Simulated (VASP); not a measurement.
Write the native input for VASP 6.6.1 that does the following.

```yaml
Task: relaxation of cell and atoms
Functional: PBE
Potentials_or_basis: VASP PAW PBE potentials, release 64 (Mn_pv, S)
Cutoff: 600 eV
k_mesh: 10 × 10 × 10
Occupations: gaussian, width 0.03 eV
Spin: collinear spin, ferromagnetic start
Starting_moments: "[4.0, 0.0] μB"
Further_INCAR_settings: ALGO = Normal; EDIFF = 1e-07; AMIX = 0.2; BMIX = 0.0001; IBRION = 2; EDIFFG = -0.005; NSW = 90; ISIF = 3
```

The structure of MnS lies in POSCAR:

```
MnS                                     
1.0
   -0.0000000000      2.5624588561      2.5624588561
    2.5624588561     -0.0000000000      2.5624588561
    2.5624588561      2.5624588561     -0.0000000000
  Mn              S             
     1     1
Direct
     0.0000000000000000    0.0000000000000000    0.0000000000000000
     0.5000000000000000    0.5000000000000000    0.5000000000000000
```

These files were run (other wordings do the same):

INCAR

```
PREC = Accurate
ENCUT = 600
EDIFF = 1E-7
ISMEAR = 0
SIGMA = 0.03
LREAL = F
LASPH = T
NELM = 150
ALGO = Normal
ISIF = 3
LWAVE = F
LCHARG = F
ISPIN = 2
MAGMOM = 4 0
LORBIT = 11
LMAXMIX = 4
GGA = PE
IBRION = 2
NSW = 90
EDIFFG = -0.005
AMIX = 0.2
BMIX = 1E-4
AMIX_MAG = 0.8
BMIX_MAG = 1E-4
```

KPOINTS

```
Automatic mesh
0
Gamma
  10 10 10
```

Potentials or basis: VASP PAW PBE potentials, release 64 (Mn_pv, S).

Launch:

```console
$ cat potpaw_PBE.64/Mn_pv/POTCAR potpaw_PBE.64/S/POTCAR > POTCAR
$ mpirun -np 1 vasp_std > vasp.out
```

Results of the run:

```yaml
Relaxed_volume: 16.84 Å³/atom
Relaxed_cell: a = 3.625 Å, b = 3.625 Å, c = 3.625 Å, α = 60.00°, β = 60.00°, γ = 60.00°
Space_group_after_relaxing_to_0.05_Å: Fm-3m (No. 225)
Energy_gained_by_relaxing: 0.0 meV/atom
Ionic_steps: 2
Pressure_after_relaxing: 0.0 GPa
Band_gap_on_the_k_mesh: none (metal or under the smearing width)
Net_moment: 4.62 μB per cell
Site_moments: Mn +4.18; S +0.10 μB
Valence_electrons_inside_the_program's_atomic_spheres: Mn 11.35; S 3.74
```

Caveat: a cell with one magnetic atom can't hold antiferromagnetic order, which such compounds often take; semilocal functionals often make such compounds metallic where correlation or magnetic order opens a gap, which also shifts bond lengths.

Wall time 65 s on 1 thread of Intel(R) Xeon(R) Platinum 8488C (Sapphire Rapids), with other jobs on the host, peak memory 0.21 GiB.
